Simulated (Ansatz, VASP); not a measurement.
## Two plane-wave programs on C

```
CELL_PARAMETERS angstrom
1.26331 0.72937 3.44542
-1.26331 0.72937 3.44542
0.00000 -1.45875 3.44542
ATOMIC_POSITIONS crystal
C 0.17036 0.17036 0.17036
C 0.82964 0.82964 0.82964
```

Change from the starting cell: mode 4 frozen in at +0.038 Å, equal normal strain along x, y and z +0.0250.

Alike in both runs: task single point; functional PBE; dispersion D3(BJ); k mesh 15 × 15 × 15; occupations gaussian, width 0.05 eV; no spin polarisation.

|  | VASP | Ansatz |
| --- | --- | --- |
| version | VASP 6.6.1 | Ansatz 0.2.0 |
| potentials or method | VASP PAW PBE potentials, release 64 (C) | scalar-relativistic, plane waves, PAW |
| plane-wave cutoff (eV) | 520 | 520 |
| valence electrons in the cell | 8 | 8 |

Ansatz gave:

| Quantity | Value |
| --- | --- |
| gap on the k mesh at the Fermi level (eV) | 0.48 |
| least direct gap on the mesh (eV) | 0.48 |
| pressure (GPa) | -18.9 |
| largest component of the traceless stress (GPa) | 17.63 |
| rms of the force components (eV/Å) | 0.742 |

Question: Which values does VASP return?

Answer: gap on the k mesh at the Fermi level (eV): 0.48; least direct gap on the mesh (eV): 0.48; pressure (GPa): -18.5; largest component of the traceless stress (GPa): 17.20; rms of the force components (eV/Å): 0.740.

Atom by atom the forces differ by 0.002 eV/Å (rms over components).

Caveats: so large a pressure means that the cell lies far from this level's equilibrium, or that cutoff or potentials fall short (VASP); an odd mesh through Γ misses points on the zone boundary, where band edges often lie; forces of over 1 eV/Å show positions far from the minimum, so gaps and moduli don't describe the material at rest.
